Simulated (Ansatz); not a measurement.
# What a trial cell of ZrSi2 relaxes into

Level of theory: DFT PBE, scalar-relativistic, plane waves, PAW in Ansatz. Cutoff 420 eV, Γ-centred k mesh, Gaussian smearing, no spin polarisation in the final step.

ZrSi2 was placed on the ThSi2 structure type (I4_1/amd, No. 141), with Zr in place of Th, at a guessed volume.

```yaml
crystal:
  lattice:
    - [-1.93627, 1.93627, 6.73235]
    - [1.93627, -1.93627, 6.73235]
    - [1.93627, 1.93627, -6.73235]
  atoms:
    - { symbol: Zr, position: [0.00000, 0.00000, 0.00000] }
    - { symbol: Zr, position: [0.75000, 0.25000, 0.50000] }
    - { symbol: Si, position: [0.41650, 0.41650, 0.00000] }
    - { symbol: Si, position: [0.16650, 0.66650, 0.50000] }
    - { symbol: Si, position: [0.33350, 0.83350, 0.50000] }
    - { symbol: Si, position: [0.58350, 0.58350, 0.00000] }
```

Cell and atoms relax at zero pressure; the relaxation can't lower the symmetry of the start.

Formation energies are uncorrected and refer to the elements' standard structures at the same level.

(1) What does it relax into?

(2) What are its volume, energy, density and gap?

Results:

(1) It keeps I4_1/amd (No. 141). The result has the ThSi2 structure. Conventional cell: a = 3.640 Å, c = 15.628 Å. Zr has 8 Si at 2.85 Å, 4 Si at 3.24 Å and 4 Zr at 3.64 Å; around Si lie 3 Si at 2.34–2.44 Å.

```
Zr Si
1.0
    -1.81994    1.81994    7.81405
     1.81994   -1.81994    7.81405
     1.81994    1.81994   -7.81405
Zr Si
2 4
Direct
  0.00000 0.00000 0.00000
  0.75000 0.25000 0.50000
  0.42187 0.42187 0.00000
  0.17187 0.67187 0.50000
  0.32813 0.82813 0.50000
  0.57813 0.57813 0.00000
```

(2) The volume per atom is 17.25 Å³ and the density is 4.73 g/cm³. The energy over the elements is -0.33 eV/atom and the gap on the 14×14×14 mesh is 0 eV (a metal).

The final run used a 14×14×14 mesh on its 6-atom cell and 0.10 eV smearing. For metals, differences of a few meV/atom aren't resolved. A structure relaxed within its symmetry needn't be a true minimum.

Cost: 2 runs of about 7.6 core-minutes in all, on Arm Neoverse V1 (shared hosts).